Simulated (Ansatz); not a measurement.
Write the native input for Ansatz 0.2.0 that does the following.

| Item | Value |
| --- | --- |
| Task | single point |
| Functional | PBE |
| Potentials or basis | all-electron LAPW, scalar-relativistic |
| Cutoff | 286 eV (chosen from the basis error) |
| Basis error allowed | 0.001 eV/atom |
| k mesh | 12 × 12 × 12 |
| Occupations | gaussian, width 0.026 eV |
| Spin | no spin polarisation |

W:

```xyz
1
Lattice="-1.5823 1.5823 1.5823 1.5823 -1.5823 1.5823 1.5823 1.5823 -1.5823" Properties=species:S:1:pos:R:3 pbc="T T T"
W     0.0000    0.0000    0.0000
```

One way to write it, as run:

input.yaml

```yaml
crystal:
  lattice:
    - [-1.582345, 1.582345, 1.582345]
    - [1.582345, -1.582345, 1.582345]
    - [1.582345, 1.582345, -1.582345]
  atoms:
    - { symbol: W, position: [0.0, 0.0, 0.0] }
kpoints:
  mp_grid: { grid: [12, 12, 12] }
scf:
  occupations: { method: gaussian, width: 0.026 }
hamiltonian:
  xc: pbe
  pseudopotentials: { kind: all_electron, lapw: { basis_error: 0.001 } }
output:
  forces: true
  stress: true
  eigenvalues: true
```

Potentials or basis: all-electron LAPW, scalar-relativistic.

Launch:

```console
$ ansatz run input.yaml --threads 1 --pin off --max-ram 3072MiB --backend cpu --events-out ev --progress --plain --runs-dir out
```

Results of the run:

- Pressure: 6.1 GPa
- Band gap on the k mesh: none (metal or under the smearing width)

Run time: 17 s on 1 thread of Intel(R) Xeon(R) Processor @ 2.50GHz (Skylake/Cascade Lake), with other jobs on the host, peak memory 0.32 GiB.
